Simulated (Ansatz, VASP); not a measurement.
# KMgF3 in VASP and in Ansatz

Contents of INCAR:

```
PREC = Accurate ; ENCUT = 520
EDIFF = 1E-6 ; ISMEAR = 0
SIGMA = 0.05 ; LREAL = F
LASPH = T ; NELM = 100
ALGO = Fast ; ISIF = 2
LWAVE = F ; LCHARG = F
GGA = PS ; NBANDS = 24
```

KPOINTS

```
Automatic mesh
0
Gamma
  6 6 6
```

Contents of POSCAR:

```
KMgF3
1.0
    3.9859000000      0.0000000000      0.0000000000
    0.0000000000      3.9859000000      0.0000000000
    0.0000000000      0.0000000000      3.9859000000
K Mg F
1 1 3
Direct
    0.5000000000      0.5000000000      0.5000000000
    0.0000000000      0.0000000000      0.0188163276
    0.5000000000      0.0000000000      0.0000000000
    0.0000000000      0.5000000000      0.0000000000
    0.0000000000      0.0000000000      0.5000000000
```

Input for Ansatz:

```yaml
crystal:
  lattice:
    - [3.9859, 0.0, 0.0]
    - [0.0, 3.9859, 0.0]
    - [0.0, 0.0, 3.9859]
  atoms:
    - { symbol: K, position: [0.5, 0.5, 0.5] }
    - { symbol: Mg, position: [0.0, 0.0, 0.0188163276] }
    - { symbol: F, position: [0.5, 0.0, 0.0] }
    - { symbol: F, position: [0.0, 0.5, 0.0] }
    - { symbol: F, position: [0.0, 0.0, 0.5] }
basis:
  ecutwfc: 420
kpoints:
  mp_grid: { grid: [6, 6, 6] }
hamiltonian:
  xc: pbesol
scf:
  occupations: { method: gaussian, width: 0.05 }
output:
  forces: true
  stress: true
  eigenvalues: true
```

Change from the starting cell: all Mg atoms moved +0.075 Å, as atom 2 along Cartesian [0 0 1].

Alike in both runs: task single point; functional PBEsol; k mesh 6 × 6 × 6; occupations gaussian, width 0.05 eV; no spin polarisation.

|  | VASP | Ansatz |
| --- | --- | --- |
| version | VASP 6.6.1 | Ansatz 0.2.0 |
| potentials or method | VASP PAW PBE potentials, release 64 (K_sv, Mg, F) | scalar-relativistic, plane waves, PAW |
| plane-wave cutoff (eV) | 520 | 420 |
| valence electrons in the cell | 32 | 40 |

Ansatz gave:

* gap on the k mesh at the Fermi level (eV): 7.14
* least direct gap on the mesh (eV): 7.47
* pressure (GPa): 0.5
* largest component of the traceless stress (GPa): 0.51
* rms of the force components (eV/Å): 0.227

Q: Estimate VASP's values.

A: gap on the k mesh at the Fermi level (eV): 7.12; least direct gap on the mesh (eV): 7.45; pressure (GPa): 0.1; largest component of the traceless stress (GPa): 0.51; rms of the force components (eV/Å): 0.230.

Atom by atom the forces differ by 0.003 eV/Å (rms over components). The two sets of potentials don't hold the same shells in valence.

Caveats: the PAW data sets were made with another functional, which shifts forces and pressure a little (VASP). A k mesh can miss the band edges.
